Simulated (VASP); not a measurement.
Input of a VASP 6.6.1 run:

File POSCAR:

```
CdTe
1.0
    0.0000000000      3.2050000000      3.2050000000
    3.2050000000      0.0000000000      3.2050000000
    3.2050000000      3.2050000000      0.0000000000
Cd Te
1 1
Direct
    0.0000000000      0.0000000000      0.0000000000
    0.2500000000      0.2500000000      0.2500000000
```

The input INCAR.step1:

```
PREC = Accurate
ENCUT = 450
EDIFF = 1E-8
ISMEAR = 0
SIGMA = 0.01
LREAL = False
LASPH = True
NELM = 100
ALGO = Normal
LWAVE = True
LCHARG = False
GGA = PS
KPAR = 8
```

INCAR.step2

```
PREC = Accurate
ENCUT = 450
EDIFF = 1E-8
ISMEAR = 0
SIGMA = 0.01
LREAL = False
LASPH = True
NELM = 1
ALGO = Exact
LWAVE = True
LCHARG = False
GGA = PS
NBANDS = 109
LOPTICS = True
ISTART = 1
KPAR = 8
```

Contents of INCAR.step3:

```
PREC = Accurate
ENCUT = 450
EDIFF = 1E-8
ISMEAR = 0
SIGMA = 0.01
LREAL = False
LASPH = True
ALGO = EVGW0
LWAVE = False
LCHARG = False
GGA = PS
NELMGW = 1
NBANDS = 109
ENCUTGW = 150
NOMEGA = 50
PRECFOCK = Fast
ISTART = 1
NBANDSGW = 17
KPAR = 8
```

KPOINTS

```
regular mesh
0
Gamma
  5 5 5
```

Potentials or basis: VASP PAW PBE potentials, release 64 (Cd_GW, Te_GW).

Command:

```bash
$ cat potpaw_PBE.64/Cd_GW/POTCAR potpaw_PBE.64/Te_GW/POTCAR > POTCAR
$ cp INCAR.step1 INCAR
$ mpirun -np 8 vasp_std > vasp.out
$ cp INCAR.step2 INCAR
$ mpirun -np 8 vasp_std > vasp.out
$ cp INCAR.step3 INCAR
$ mpirun -np 8 vasp_std > vasp.out
```

Q: What does it give for the quasiparticle gap?

A: 1.63 eV.

Q: Predict the least direct quasiparticle gap.

A: 1.63 eV.

Q: What does it give for the band gap on the k mesh, mean-field level?

A: 0.75 eV, direct.

Caveat: bands, screening cutoff and mesh are small and nothing is extrapolated, so the quasiparticle values aren't converged; spin-orbit coupling is left out, which moves the levels of the heavy elements.

**What was measured.**

From a printed reference work, data compilation, for a bulk crystal of CdTe at 0 K: band gap 1.607 eV.

Against the measured gap of CdTe, 1.607 eV (0 K; a printed reference work, data compilation), the calculated 1.63 eV is off by +0.02 eV. Spin-orbit coupling on Cd, Te is left out. The value is that of G0W0 on PBEsol, without temperature or zero-point motion.
